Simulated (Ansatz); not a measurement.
## AlN: moving Al off its site

AlN, F-43m, a = 4.368 Å (as given, not relaxed at this level: 0.3 GPa). This isn't the usual stable structure of the compound. Ansatz: r2SCAN, PAW, 500 eV, Γ-centred 10×10×10 mesh on 2 atoms, Gaussian smearing 0.05 eV; no spin polarisation.

```
Al N
1.0
     0.00000    2.18399    2.18399
     2.18399    0.00000    2.18399
     2.18399    2.18399    0.00000
Al N
1 1
Direct
  0.00000 0.00000 0.00000
  0.75000 0.75000 0.75000
```

Atom 1 (Al) moves by x along the unit vector (-0.577, -0.577, -0.577), with its periodic images; all else is held. y is the free energy of the cell over the start, F the force along the path summed over the moved atoms.

```tsv
x (Å)	y (meV)	F (eV/Å)
-0.3000	?	?
-0.2250	265.1	1.92
-0.1500	133.0	1.56
-0.0750	37.4	0.94
0.0000	0.0	0.00
0.0750	47.4	-1.34
0.1500	214.1	-3.20
0.2250	545.1	-5.76
0.2625	790.5	-7.37
0.3000	1101.4	-9.26
```

Task: Fit y = c2 x² + c3 x³ + c4 x⁴ to the energies of the other rows, give the force constant, and predict energy and force of the missing row.

Result: Least squares on the rows shown. y = 7351.7 x² + 12294 x³ + 13186 x⁴. The force constant is 2 c2 = 14.7 eV/Å² (for all images moving together, not for a lone atom). With two atoms in a cubic cell this is the optical mode at Γ without the LO field: ω = 521.5 √(2 c2/μ) = 659 cm⁻¹ for μ = 9.22 u. The force −dy/dx at the missing row is 2.52 eV/Å (computed 2.08). At x = -0.3000 the fit asked for gives 436.5 meV. The run gave 416.4 meV, so the fit is 20.1 meV too high, 1.8 % of the span of the series, against an rms of 1.1 meV on the fitted rows. The row lies outside the fitted range. With a term in x⁵ added, a fit to the same known rows predicts 412.5 meV, so most of the miss is curvature that the known rows already hold.